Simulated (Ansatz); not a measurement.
# MnO (P6_3mc) in Ansatz: band structure with PBE+U

Aim: the band structure of MnO with PBE+U.

Program: Ansatz 0.2.0. These are calculated values, not measurements. Logs are shortened: lines on timing, memory, paths and dates and some standing lists are left out, and cuts for length are marked.

## (1) Starting point

Symmetry: P6_3mc, No. 186, hexagonal system. The conventional cell has a = 3.372 Å, b = 3.372 Å, c = 5.386 Å, α = 90.00°, β = 90.00°, γ = 120.00°. Mn (site symmetry 3m) has 4 O at 1.96 to 2.08 Å as nearest neighbours. O (site symmetry 3m) is surrounded by 4 Mn at 1.96 to 2.08 Å.

Measurements of this composition are mostly on another form, of space group No. 225.

## (2) Band structure, PBE+U, non-collinear spin, ferromagnetic start

The input, input.yaml:

```yaml
crystal:
  lattice:
    - [3.3717, 0.0, 0.0]
    - [-1.68585, 2.9199778539, 0.0]
    - [0.0, 0.0, 5.3855]
  atoms:
    - { symbol: Mn, position: [0.6666666667, 0.3333333333, 0.51096], spin: 4.0, spin_axis: [4.0, 0.0, 0.0] }
    - { symbol: Mn, position: [0.3333333333, 0.6666666667, 0.01096], spin: 4.0, spin_axis: [4.0, 0.0, 0.0] }
    - { symbol: O, position: [0.6666666667, 0.3333333333, 0.87547] }
    - { symbol: O, position: [0.3333333333, 0.6666666667, 0.37547] }
hamiltonian:
  xc: pbe
  pseudopotentials: { kind: paw }
  hubbard: { sites: [{ species: Mn, l: d, u_eff: 4.5 }] }
magnetization:
  noncollinear: true
  spin_orbit: false
kpoints:
  mp_grid: { grid: [7, 7, 4] }
  band_path:
    path:
      - [[0.0, 0.0, 0.0], [0.5, 0.0, 0.0], [0.3333333333, 0.3333333333, 0.0], [0.0, 0.0, 0.0], [0.0, 0.0, 0.5], [0.5, 0.0, 0.5], [0.3333333333, 0.3333333333, 0.5], [0.0, 0.0, 0.5]]
      - [[0.5, 0.0, 0.5], [0.5, 0.0, 0.0]]
      - [[0.3333333333, 0.3333333333, 0.0], [0.3333333333, 0.3333333333, 0.5]]
    npoints: 14
scf:
  occupations: { method: fermi_dirac, width: 0.02 }
  n_extra_bands: 10
output:
  forces: true
  stress: true
  eigenvalues: true
  fatbands: true
  write_density: true
  write_potential: true
  elf: true
  volumetric_format: npy
```

Potentials or basis: Ansatz PAW.

The run is started by

```
$ ansatz run input.yaml --threads 2 --pin off --max-ram 5632MiB --backend cpu --events-out ev --progress --plain --runs-dir out
```

The program printed:

```text
Warning: RAYON_NUM_THREADS=2 ignored (pool sized by the plan → 2); use --threads N
Mn: projections on atomic orbitals take those of the free atom [Ne] 3s2 3p6 3d5 4s2, of charge +0.00 (hamiltonian.pseudopotentials.projection_atoms); the dataset's partial waves leave at most 9.0e-7 of an orbital's norm unspanned inside its sphere
O: projections on atomic orbitals take those of the free atom [He] 2s2 2p4, of charge +0.00 (hamiltonian.pseudopotentials.projection_atoms); the dataset's partial waves leave at most 1.9e-8 of an orbital's norm unspanned inside its sphere
scf.n_extra_bands = 10 over 42 filled bands (N_el = 42.0): the run solves 52 bands
Engine: ansatz 0.2.0, aarch64-unknown-linux-gnu
Pseudopotentials: kind: paw
Pseudopotential: Mn, paw, valence charge 15, recommended cutoff 420 eV (normal), Mn.paw.azcp
Pseudopotential: O, paw, valence charge 6, recommended cutoff 420 eV (normal), O.paw.azcp
Functional definition: PBE
  parameter kappa = 0.804
  parameter beta = 0.06672455060314922
  exchange = pbe_x(kappa = kappa, mu = beta*pi^2/3)
  correlation = pbe_c(beta = beta)
this run first makes a single point of its starting geometry on two collinear spin channels, or without spin where it has no moments, for its own SCFs to start from. `scf.lower_state_search: off` leaves that single point out
Crystal: 4 atoms, lattice volume = 53.022 Å³
Basis set: ecut = 420 eV, 1085 PW (Γ), exchange–correlation on 48×48×72 points (8 copies of the dense FFT grid, shifted against one another)
Bands: 30, of which v1, the nominal top of the filled ones, is band 21 counted from 1 (20 counted from 0)
Symmetry: 12 space group operations
Space group: P63mc (ITA 186), of the structure as read, at distance tolerance 3.8e-5 Å
Magnetic group: BNS 186.203 (UNI 1433), of the structure as read, at distance tolerance 3.8e-5 Å
k-points: 24 of 196 (time reversal used)
Non-local potential: Mn, projectors of the file, l = 0: 3, l = 1: 2, l = 2: 3, l = 3: 1
Non-local potential: O, projectors of the file, l = 0: 2, l = 1: 2, l = 2: 1
PAW form: soft (Blöchl's): semilocal exchange-correlation on the pseudo side does not see the compensation charge
[... 62 lines left out ...]
Absolute magnetization: 9.6193 μB (∫|m|, with the PAW one-centre terms)
Moment direction: held on its axis by an average over the rotations of spin about it
  site 0: m = (-3.9234, +0.0000, -0.0000) μB, |m| = 3.9234 μB  (R = 0.81 Å)
  site 1: m = (+3.9234, +0.0000, +0.0000) μB, |m| = 3.9234 μB  (R = 0.81 Å)
  site 2: m = (+0.0489, +0.0000, +0.0000) μB, |m| = 0.0489 μB  (R = 0.81 Å)
  site 3: m = (-0.0489, +0.0000, -0.0000) μB, |m| = 0.0489 μB  (R = 0.81 Å)
Free energy (F): -8931.009880 eV
Harris-Foulkes:  -8931.009880 eV  (|F-HF|=1.84e-8)
Internal energy: -8931.009880 eV  (E = F + TS)
E sigma→0 (E₀):  -8931.009880 eV
Fermi energy:    9.565743 eV
--- Per-component energies (eV) ---
  E_band       = -632.862053
  E_kinetic    = 947.238018
  E_local      = -5221.193729  (includes V_loc(G=0)·N_el)
  E_nonlocal   = 604.146422
  E_hartree    = 2108.651196
  E_xc         = -368.967083
  E_vxc        = -471.225940  (∫ρ·V_xc dr)
  E_hubbard    = 1.455296  (on-site DFT+U / exact-exchange correction)
  E_vhub       = -20.758071  (the Hubbard potential's part of the band-sum identity)
  E_paw        = -2930.170829  (= ΣΔE_a)
  E_vpaw       = -688.392394  (= ΣTr[D̂ρ^β])
  E_aug_tail   = 0.004862  (compensation charges beyond the density's cutoff)
  E_ewald      = -4072.174031
  E_smearing   = -0.000000  (= −TS)
  E_closure    = 0.000000  (closes the sum)
  Σ components = -8931.009880   (vs F -8931.009880, Δ=0.00e0)
--- Hubbard shell moments (per corrected site; Tr N, ν in electrons; μ in μ_B) ---
  shell 0: Tr N=5.2597  μ_S=(-4.6559, -0.0000, -0.0000)  μ_L=(-0.0000, +0.0000, +0.0000)  μ=(-4.6559, +0.0000, -0.0000)  ν=0.0000 along (-1.000, -0.000, -0.000)
  shell 1: Tr N=5.2597  μ_S=(+4.6559, -0.0000, +0.0000)  μ_L=(+0.0000, +0.0000, -0.0000)  μ=(+4.6559, +0.0000, +0.0000)  ν=0.0000 along (+1.000, +0.000, +0.000)
--- Forces (eV/Å), atoms counted from 1 ---
  atom   1  Mn     0.00000000     0.00000015    -0.66277350
  atom   2  Mn     0.00000000    -0.00000015    -0.66277350
  atom   3  O      0.00000000     0.00000006     0.66278430
  atom   4  O      0.00000000    -0.00000006     0.66278430
  max |Σ_I F_I| component: 2.16e-5 eV/Å
--- Stress (GPa, compression-positive) ---
        6.571917       0.000000       0.000000
        0.000000       6.571916       0.000000
        0.000000       0.000000      12.982414
  P = ⅓ Tr σ = 8.7087 GPa (87.087 kbar)
--- Band table (eV; the first three rows and the last of 64) ---
  k-point 0: bands = ["-71.2200", "-71.2200", "-66.2718", "-66.2718", "-39.9845", "-39.9845", "-39.9845", "-39.9845", "-39.9628", "-39.9628", "-35.1320", "-35.1320", "-35.1287", "-35.1287", "-35.1287", "-35.1287", "-8.8534", "-8.8534", "-8.3406", "-8.3406", "3.6808", "3.6808", "3.6808", "3.6808", "3.7389", "3.7389", "4.4426", "4.4426", "5.1247", "5.1247", "5.1247", "5.1247", "6.6991", "6.6991", "6.6991", "6.6991", "8.4065", "8.4065", "9.1220", "9.1220", "9.1220", "9.1220", "9.9453", "9.9453", "14.2449", "14.2449", "14.2449", "14.2449", "14.4547", "14.4547", "15.3185", "15.3185"]
  k-point 1: bands = ["-71.2201", "-71.2201", "-66.2716", "-66.2716", "-39.9845", "-39.9845", "-39.9845", "-39.9845", "-39.9627", "-39.9627", "-35.1320", "-35.1320", "-35.1286", "-35.1286", "-35.1286", "-35.1286", "-8.7808", "-8.7808", "-8.4082", "-8.4082", "3.4410", "3.4410", "3.6804", "3.6804", "3.6804", "3.6804", "4.6158", "4.6158", "5.0913", "5.0913", "5.0913", "5.0913", "6.7434", "6.7434", "6.7434", "6.7434", "8.2917", "8.2917", "9.1405", "9.1405", "9.1405", "9.1405", "10.7291", "10.7291", "13.7694", "13.7694", "14.2498", "14.2498", "14.2498", "14.2498", "15.2189", "15.2189"]
  k-point 2: bands = ["-71.2202", "-71.2202", "-66.2714", "-66.2714", "-39.9845", "-39.9845", "-39.9845", "-39.9845", "-39.9627", "-39.9627", "-35.1322", "-35.1322", "-35.1286", "-35.1286", "-35.1286", "-35.1286", "-8.6518", "-8.6518", "-8.5321", "-8.5321", "3.2366", "3.2366", "3.6797", "3.6797", "3.6797", "3.6797", "4.6811", "4.6811", "5.0593", "5.0593", "5.0593", "5.0593", "6.7856", "6.7856", "6.7856", "6.7856", "8.2810", "8.2810", "9.1588", "9.1588", "9.1588", "9.1588", "12.1375", "12.1375", "12.3665", "12.3665", "14.2551", "14.2551", "14.2551", "14.2551", "15.2340", "15.2340"]
  k-point 63: bands = ["-71.2185", "-71.2185", "-66.2700", "-66.2700", "-40.0025", "-40.0025", "-39.9912", "-39.9912", "-39.9603", "-39.9603", "-35.1530", "-35.1530", "-35.1371", "-35.1371", "-35.1288", "-35.1288", "-8.4688", "-8.4657", "-8.2362", "-8.2324", "3.4306", "3.5146", "3.8233", "3.9428", "4.1173", "4.1552", "4.4038", "4.4355", "4.9601", "5.0642", "5.4928", "5.6320", "6.1103", "6.2509", "6.6765", "6.7016", "7.1208", "7.1520", "7.9643", "8.0379", "8.2904", "8.2995", "13.2033", "13.2685", "13.8480", "13.9356", "14.1342", "14.1728", "14.4600", "14.4773", "14.8287", "14.9064"]
Occupation matrices written to <dir>
```

rho_z.tsv:

```text
# z_ang	rho[e/angstrom^3]	m_x[e/angstrom^3]	m_y[e/angstrom^3]	m_z[e/angstrom^3]	m_norm[e/angstrom^3]
# format = ansatz-planar-average/11
# lattice	3.371700000	0.000000000	0.000000000
# lattice	-1.685850000	2.919977854	0.000000000
# lattice	0.000000000	0.000000000	5.385500000
# sites	4
# site	25	1.685850000	0.973325951	2.751775080
# site	25	-0.000000000	1.946651903	0.059025080
# site	8	1.685850000	0.973325951	4.714843685
# site	8	-0.000000000	1.946651903	2.022093685
0.000000	1.847905e0	5.520759e-1	0.000000e0	6.760990e-17	5.521666e-1
0.149597	1.740259e0	5.415518e-1	0.000000e0	6.632106e-17	5.415943e-1
0.299194	1.324059e0	4.259165e-1	0.000000e0	5.215981e-17	4.261007e-1
0.448792	8.189796e-1	2.788700e-1	0.000000e0	3.415178e-17	2.790869e-1
0.598389	4.336602e-1	1.608624e-1	0.000000e0	1.970000e-17	1.611046e-1
0.747986	2.259519e-1	8.634428e-2	0.000000e0	1.057414e-17	8.673883e-2
[... 28 lines left out ...]
5.086306	1.315014e0	2.909911e-1	0.000000e0	3.563619e-17	2.921045e-1
5.235903	1.637061e0	4.453173e-1	0.000000e0	5.453573e-17	4.457257e-1
```

Run time: 1.7 min. Hardware: 2 threads of Arm Neoverse V2, shared host; peak memory 0.81 GiB.

Results:

* Free energy: -8931.0099 eV
* Pressure: 8.7 GPa
* Largest force: 0.663 eV/Å
* Band gap on the k mesh: 0.79 eV, indirect (least direct gap 0.82 eV)
* Band gap along the path: 0.79 eV, indirect (least direct gap 0.82 eV)
* Net moment: 0.00 μB per cell
* Absolute moment: 9.62 μB per cell

Forces in eV/Å, atoms in the order of the input:
```
Mn   0.000  0.000 -0.663
Mn   0.000  0.000 -0.663
O    0.000  0.000  0.663
O    0.000  0.000  0.663
```

Levels at the corners of the path, in eV from the valence-band top:
```csv
point,band 40,band 41,band 42,band 43,band 44,band 45
Γ,-0.04,-0.04,-0.04,0.79,0.79,5.09
M,-1.70,-0.90,-0.90,4.14,4.14,4.79
K,-1.80,-1.50,-1.50,3.93,3.93,4.94
Γ,-0.04,-0.04,-0.04,0.79,0.79,5.09
A,0.00,0.00,0.00,2.98,2.98,3.21
L,-0.89,-0.88,-0.88,4.04,4.04,4.81
H,-1.59,-0.95,-0.95,3.82,3.82,4.94
A,0.00,0.00,0.00,2.98,2.98,3.21
L,-0.89,-0.88,-0.88,4.04,4.04,4.81
M,-1.70,-0.90,-0.90,4.14,4.14,4.79
K,-1.80,-1.50,-1.50,3.93,3.93,4.94
H,-1.59,-0.95,-0.95,3.82,3.82,4.94
```

Moments on the atoms (μB; x, y, z):
```
Mn  -4.21  0.00  0.00
Mn   4.21  0.00  0.00
O    0.25  0.00  0.00
O   -0.25  0.00  0.00
```

Caveat: the magnetic or orbital state may not be the lowest; the pressure holds a Pulay correction of +0.5 GPa for the finite cutoff. The state reached can hang on the start; a lower one may exist.
